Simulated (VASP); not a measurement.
# ZnS (F-43m) in VASP: notebook, part 2 of 2

VASP 6.6.1.

**4. Single point, PBE (supercell [4, 4, 4], atoms moved at random, drawn with an rms of 0.05 Å)**

INCAR

```
SYSTEM = ZnS
PREC = Accurate
ENCUT = 450
EDIFF = 1E-5
ISMEAR = 0
SIGMA = 0.05
LREAL = Auto
LASPH = .TRUE.
NELM = 100
ALGO = Normal
ISIF = 2
LWAVE = .FALSE.
LCHARG = .FALSE.
GGA = PE
NSIM = 16
LUSENCCL = .FALSE.
```

KPOINTS

```
Automatic mesh
0
G
  1 1 1
  0 0 0
```

POSCAR

```
ZnS
1.0
    0.0000000000     10.8080000000     10.8080000000
   10.8080000000      0.0000000000     10.8080000000
   10.8080000000     10.8080000000      0.0000000000
Zn S
64 64
Direct
    0.1886190000      0.1872980000      0.1886610000
    0.1911850000      0.1850540000      0.4363280000
    0.1895580000      0.1864540000      0.6870550000
    0.1878900000      0.1886280000      0.9371890000
    0.1876270000      0.4360350000      0.1869210000
    0.1863180000      0.4378700000      0.4387920000
[... 120 lines left out ...]
    0.7518400000      0.7484850000      0.4996590000
    0.7492640000      0.7534840000      0.7507310000
```

Potentials or basis: VASP PAW PBE potentials, release 64 (Zn, S).

Run with:

```
> cat potpaw_PBE.64/Zn/POTCAR potpaw_PBE.64/S/POTCAR > POTCAR
> mpirun -np 1 vasp_gam > vasp.out
```

OUTCAR:

```text
SYSTEM = ZnS
   PREC = Accurate
   ENCUT = 450
   EDIFF = 1E-5
   ISMEAR = 0
   LREAL = Auto
   LASPH = .TRUE.
   NELM = 100
   ISIF = 2
   GGA = PE

 ion  position               nearest neighbor table
   1  0.189  0.187  0.189-  86 2.29  85 2.38  82 2.41  70 2.41
   2  0.191  0.185  0.436-  87 2.33  86 2.35  83 2.35  71 2.41
   3  0.190  0.186  0.687-  88 2.30  87 2.32  84 2.32  72 2.38
   4  0.188  0.189  0.937-  85 2.33  88 2.34  81 2.35  69 2.36
   5  0.188  0.436  0.187-  86 2.31  74 2.34  89 2.36  90 2.36
   6  0.186  0.438  0.439-  91 2.29  90 2.33  75 2.33  87 2.35
[... 120 lines left out ...]
 127  0.752  0.748  0.500-  42 2.30  58 2.32  46 2.33  43 2.35
 128  0.749  0.753  0.751-  47 2.30  44 2.31  59 2.38  43 2.41

  LATTYP: Found a face centered cubic cell.
 ALAT       =    21.6160000000

  Lattice vectors:

 A1 = (   0.0000000000,  10.8080000000,  10.8080000000)
 A2 = (  10.8080000000,   0.0000000000,  10.8080000000)
 A3 = (  10.8080000000,  10.8080000000,   0.0000000000)

Analysis of symmetry for initial positions (statically):
=====================================================================
 Subroutine PRICEL returns:
 Original cell was already a primitive cell.

 Routine SETGRP: Setting up the symmetry group for a
 face centered cubic supercell.

 Subroutine GETGRP returns: Found  1 space group operations
 (whereof  1 operations were pure point group operations)
 out of a pool of 48 trial point group operations.

The static configuration has the point symmetry C_1 .

Analysis of symmetry for dynamics (positions and initial velocities):
=====================================================================
 Subroutine PRICEL returns:
 Original cell was already a primitive cell.

 Routine SETGRP: Setting up the symmetry group for a
 face centered cubic supercell.

 Subroutine GETGRP returns: Found  1 space group operations
 (whereof  1 operations were pure point group operations)
 out of a pool of 48 trial point group operations.

The dynamic configuration has the point symmetry C_1 .

[... 287 lines left out ...]
   LHFCALC =     F    Hartree Fock is set to
   AEXX    =    0.0000 exact exchange contribution
   IVDW    =     0    specifies the selected vdW correction
   LEPSILON=     F    determine dielectric tensor
   LRPA    =     F    only Hartree local field effects (RPA)
 non-spin polarized calculation
 Gauss-broadening in eV      SIGMA  =   0.05
  energy-cutoff  :      450.00
  volume of cell :     2525.03
 maximum number of plane-waves:     27385
 NGX is ok and might be reduce to   108
   NGX = 53   NGY = 53   NGZ = 53

 number of electron    1152.0000023 magnetization

 Free energy of the ion-electron system (eV)
  ---------------------------------------------------
  ext. energy  EPLUGINS =         0.00000000
  ---------------------------------------------------
  free energy    TOTEN  =      -433.93884014 eV

  energy without entropy =     -433.93884014  energy(sigma->0) =     -433.93884014

 E-fermi :   2.4041     XC(G=0):  -9.6194

 val. band max:        2.1493870866   @ k =   0.0000   0.0000   0.0000
 cond. band min:       4.2278253299   @ k =   0.0000   0.0000   0.0000
 fundamental gap:      2.0784382432
 Fermi energy:         2.4040837596

 k-point     1 :       0.0000    0.0000    0.0000
  band No.  band energies     occupation
      1     -11.0354      2.00000
      2     -10.7354      2.00000
      3     -10.6681      2.00000
      4     -10.6325      2.00000
      5     -10.6195      2.00000
      6     -10.6032      2.00000
[... 580 lines left out ...]
    587       5.5783      0.00000
    588       5.5809      0.00000
 [bands above 588 left out]

------------------------ aborting loop because EDIFF is reached ----------------------------------------

  FORCE on cell =-STRESS in cart. coord.  units (eV):
  Direction    XX          YY          ZZ          XY          YZ          ZX
  --------------------------------------------------------------------------------------
  -------------------------------------------------------------------------------------
  Total       35.0630912     35.1450721     35.0924540     -0.2504951     -0.2452320      1.1122028
  in kB       22.2481949     22.3002133     22.2668262     -0.1589439     -0.1556044      0.7057137
  external PRESSURE =      22.2717448 kB  Pullay stress =       0.0000000 kB

 VOLUME and BASIS-vectors are now :
 -----------------------------------------------------------------------------
  energy-cutoff  :      450.00
  volume of cell :     2525.03
      direct lattice vectors                 reciprocal lattice vectors
     0.000000000 10.808000000 10.808000000    -0.046262028  0.046262028  0.046262028
    10.808000000  0.000000000 10.808000000     0.046262028 -0.046262028  0.046262028
    10.808000000 10.808000000  0.000000000     0.046262028  0.046262028 -0.046262028

 POSITION                                       TOTAL-FORCE (eV/Angst)
 -----------------------------------------------------------------------------------
      4.06336      4.07764      4.06291        -0.214564     -0.203065     -0.345308
      6.71590      6.78216      4.06639         0.143765     -0.170129     -0.229629
      9.44089      9.47443      4.06394         0.095031     -0.264709     -0.258401
     12.16783     12.15985      4.06941         0.035525     -0.107979     -0.134145
      6.73291      4.04811      6.74054         0.145378     -0.154380      0.130926
      9.47496      6.75619      6.74622        -0.134920     -0.088534     -0.195554
[... 120 lines left out ...]
     13.48994     13.52620     16.21551         0.271738      0.057508     -0.080870
     16.25756     16.21195     16.24170        -0.629174     -0.023754     -0.252020
 -----------------------------------------------------------------------------------
    total drift:                               -0.007719     -0.018134     -0.013559

  FREE ENERGIE OF THE ION-ELECTRON SYSTEM (eV)
  ---------------------------------------------------
  free  energy   TOTEN  =      -433.9388401372 eV

  energy  without entropy=     -433.9388401372  energy(sigma->0) =     -433.93884014
```

OSZICAR:

```text
N       E                     dE             d eps       ncg     rms          rms(c)
DAV:   1     0.144924317860E+05    0.14492E+05   -0.50330E+05  1382   0.209E+03
DAV:   2     0.316654485549E+04   -0.11326E+05   -0.10951E+05  1382   0.567E+02
DAV:   3     0.550287699840E+01   -0.31610E+04   -0.28759E+04  1561   0.220E+02
DAV:   4    -0.446495518898E+03   -0.45200E+03   -0.44628E+03  1612   0.829E+01
DAV:   5    -0.462132907393E+03   -0.15637E+02   -0.15572E+02  1580   0.157E+01    0.567E+01
DAV:   6    -0.432986653730E+03    0.29146E+02   -0.55045E+01  2092   0.436E+01    0.424E+01
DAV:   7    -0.436272941926E+03   -0.32863E+01   -0.10497E+02  1580   0.105E+01    0.159E+01
DAV:   8    -0.434030432607E+03    0.22425E+01   -0.10142E+01  1740   0.104E+01    0.622E+00
DAV:   9    -0.433921700605E+03    0.10873E+00   -0.25549E+00  1740   0.630E+00    0.208E+00
DAV:  10    -0.433926382835E+03   -0.46822E-02   -0.26091E-01  1644   0.292E+00    0.138E+00
DAV:  11    -0.433932297597E+03   -0.59148E-02   -0.52696E-02  1612   0.437E-01    0.122E+00
DAV:  12    -0.433939082724E+03   -0.67851E-02   -0.19662E-02  1612   0.914E-01    0.383E-01
DAV:  13    -0.433939449700E+03   -0.36698E-03   -0.10670E-02  1548   0.726E-01    0.311E-01
DAV:  14    -0.433938999154E+03    0.45055E-03   -0.30737E-03  1644   0.178E-01    0.193E-01
DAV:  15    -0.433938974979E+03    0.24175E-04   -0.58027E-04  1548   0.611E-02    0.163E-01
DAV:  16    -0.433938817189E+03    0.15779E-03   -0.87193E-04  1708   0.122E-01    0.658E-02
DAV:  17    -0.433938846159E+03   -0.28970E-04   -0.37699E-04  1708   0.671E-02    0.478E-02
DAV:  18    -0.433938840137E+03    0.60221E-05   -0.40922E-05  1260   0.207E-02
   1 F= -.43393884E+03 E0= -.43393884E+03  d E =-.278939E-12
```

Run time: 2.2 min. Hardware: 1 × NVIDIA H100 80GB with 1 thread of AMD EPYC 7R13 (Zen 3), shared host; peak memory 4 GiB.

The run converged, but some of its settings lie outside the range that counts as converged, so its numbers aren't taken as properties of the crystal.

Results:

```yaml
Free_energy: -433.9388 eV
Pressure: 2.2 GPa
Largest_force: 1.214 eV/Å
Band_gap_on_the_k_mesh: 2.08 eV
```

Caveat: the k mesh is coarse (spacing up to 0.50 Å⁻¹), so the values aren't converged; an odd mesh through Γ misses points on the zone boundary, where band edges often lie; forces of over 1 eV/Å show positions far from the minimum, so gaps and moduli don't describe the material at rest.
